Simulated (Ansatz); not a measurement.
Input and output of a self-consistent single point for CsPbI₃ (Pm-3m, 5 atoms in the cell) (Ansatz, a program for electronic structure)

Level of theory: PBE (plane waves, PAW; Ansatz).

This input was run:

Ansatz 0.2 input:
```yaml
# CsPbI3
crystal:
  lattice:
    - [6.13520400, 0.00000000, 0.00000000]
    - [0.00000000, 6.13520400, 0.00000000]
    - [0.00000000, 0.00000000, 6.13520400]
  atoms:
    - { symbol: Cs, position: [0.50000000, 0.50000000, 0.50000000] }
    - { symbol: Pb, position: [0.00000000, 0.00000000, 0.00000000] }
    - { symbol: I, position: [0.00000000, 0.00000000, 0.50000000] }
    - { symbol: I, position: [0.50000000, 0.00000000, 0.00000000] }
    - { symbol: I, position: [0.00000000, 0.50000000, 0.00000000] }
kpoints:
  mp_grid:
    grid: [6, 6, 6]
hamiltonian:
  xc: pbe
  pseudopotentials:
    kind: paw
scf:
  occupations:
    method: fixed
output:
  forces: true
  eigenvalues: true
  stress: true
```

The program printed (abridged):

```
WARN basis.ecutwfc = 420 eV, the default
WARN ansatz: RAYON_NUM_THREADS=1 ignored (pool sized by the plan → 1); use --threads N
Pseudopotentials: kind: paw
Pseudopotential: Cs, paw, valence charge 9
Pseudopotential: Pb, paw, valence charge 14
Pseudopotential: I, paw, valence charge 17
Crystal: 5 atoms, lattice volume = 230.934 Å³
Basis set: ecut = 420 eV, 4553 PW (Γ), exchange–correlation on 90×90×90 points (8 copies of the dense FFT grid, shifted against one another)
Bands: 45, of which v1, the nominal top of the filled ones, is band 37 counted from 1 (36 counted from 0)
Symmetry: 48 space group operations
Space group: Pm-3m (ITA 221), of the structure as read, at distance tolerance 6.1e-5 Å
k-points: 20 of 216
Initial density: superposition of atomic densities (neutral atoms: chi_scale 0, normalization atom), corrected by the library's trained network
Initial wavefunctions: pseudopotential atomic-orbital guess
Eigensolver: davidson
Functional: x = pbe(κ = 0.804, μ = 0.2195149727645171), c = pbe(β = 0.06672455060314922)
SCF iter   1: F=—  HF=-40120.780230 eV  |F-HF|=—  |Δ(HF+E_count)|=         —  Δρ=4.88e-4  dr2=9.68e-4  ethr=1.77e-3  ⟨swp⟩=5.7  Hψ=3238  notcnv=0  defer=106
all-band conjugate gradients solve this SCF's bands
preconditioner: auto → Resta (q_TF=auto, 2.257 Å⁻¹)
SCF iter   2: F=—  HF=-40120.780000 eV  |F-HF|=—  |Δ(HF+E_count)|=   2.30e-4  Δρ=3.69e-4  dr2=3.07e-4  ethr=1.31e-6  ⟨swp⟩=3.6  Hψ=2152  notcnv=0  defer=118
SCF iter   3: F=—  HF=-40120.780151 eV  |F-HF|=—  |Δ(HF+E_count)|=   1.51e-4  Δρ=1.70e-4  dr2=6.04e-5  ethr=4.14e-7  ⟨swp⟩=2.9  Hψ=1600  notcnv=0  defer=117
SCF iter   4: F=—  HF=-40120.780235 eV  |F-HF|=—  |Δ(HF+E_count)|=   8.43e-5  Δρ=6.34e-5  dr2=1.43e-5  ethr=8.16e-8  ⟨swp⟩=2.0  Hψ=1189  notcnv=0  defer=115
SCF iter   5: F=—  HF=-40120.780258 eV  |F-HF|=—  |Δ(HF+E_count)|=   2.29e-5  Δρ=1.97e-5  dr2=1.10e-6  ethr=1.93e-8  ⟨swp⟩=2.2  Hψ=1265  notcnv=0  defer=117
SCF iter   6: F=-40120.780260 eV  HF=-40120.780260 eV  |F-HF|=6.37e-9  |Δ(HF+E_count)|=   1.84e-6  Δρ=5.32e-6  dr2=5.40e-8  ethr=1.35e-10  ⟨swp⟩=16.6  Hψ=6684  notcnv=0
SCF 1 converged in 6 iterations: F = -40120.780260 eV  dr2 = 5.40e-8
SCF converged after 6 iterations
Free energy (F): -40120.780260 eV
Harris-Foulkes:  -40120.780260 eV  (|F-HF|=6.37e-9)
Internal energy: -40120.780260 eV  (E = F + TS)
E sigma→0 (E₀):  -40120.780260 eV
Fermi energy:    5.365304 eV
--- Per-component energies (eV) ---
  E_band       = -1341.498884
  E_kinetic    = 998.405952
  E_local      = -8815.199177  (includes V_loc(G=0)·N_el)
  E_nonlocal   = 108.525789
  E_hartree    = 4308.055675
  E_xc         = -780.972157
  E_vxc        = -646.643031  (∫ρ·V_xc dr)
  E_paw        = -29919.647971  (= ΣΔE_a)
  E_vpaw       = -1602.678805  (= ΣTr[D̂ρ^β])
  E_aug_tail   = 0.000096  (compensation charges beyond the density's cutoff)
  E_ewald      = -6019.948466
  E_smearing   = -0.000000  (= −TS)
  E_closure    = -0.000000  (closes the sum)
  Σ components = -40120.780260   (vs F -40120.780260, Δ=0.00e0)
--- Forces (eV/Å), atoms counted from 1 ---
  atom   1  Cs     0.00000000     0.00000000     0.00000000
   [... zero for the other atoms too ...]
  max |Σ_I F_I| component: 8.84e-29 eV/Å
--- Stress (GPa, compression-positive) ---
        2.486404       0.000000       0.000000
       -0.000000       2.486404       0.000000
        0.000000       0.000000       2.486404
  P = ⅓ Tr σ = 2.4864 GPa (24.864 kbar)
  The stress holds the Pulay correction. Without it, at fixed plane waves, as pw.x and ABINIT print it: P = 2.4747 GPa
--- Band table (eV; the first three rows and the last of 20) ---
  k-point 0: bands = ["-39.3627", "-39.3624", "-39.3624", "-39.3235", "-39.3235", "-39.3235", "-39.3229", "-39.3229", "-39.3229", "-39.2237", "-39.2237", "-39.2237", "-39.2231", "-39.2231", "-39.2228", "-16.4401", "-11.6849", "-11.6849", "-11.5852", [...]
  k-point 1: bands = ["-39.3627", "-39.3624", "-39.3624", "-39.3235", "-39.3235", "-39.3235", "-39.3229", "-39.3229", "-39.3229", "-39.2237", "-39.2237", "-39.2237", "-39.2231", "-39.2231", "-39.2228", "-16.4400", "-11.6848", "-11.6798", "-11.5855", [...]
  k-point 2: bands = ["-39.3626", "-39.3624", "-39.3624", "-39.3235", "-39.3234", "-39.3234", "-39.3230", "-39.3230", "-39.3229", "-39.2237", "-39.2237", "-39.2237", "-39.2231", "-39.2230", "-39.2229", "-16.4397", "-11.6848", "-11.6695", "-11.5860", [...]
  k-point 19: bands = ["-39.3624", "-39.3624", "-39.3624", "-39.3233", "-39.3233", "-39.3233", "-39.3232", "-39.3232", "-39.3232", "-39.2238", "-39.2237", "-39.2237", "-39.2230", "-39.2230", "-39.2230", "-16.4387", "-11.6534", "-11.6534", [...]
```

The run converged in 6 iterations.

The starting cell comes from a database of computed structures (which also holds hypothetical and non-ambient phases and stackings), without a prior relaxation at this level. Its lattice was rescaled by a random factor within 2.5 % of one. Spin-orbit coupling is off. Ansatz's pressure includes its estimate of the finite-basis (Pulay) stress.
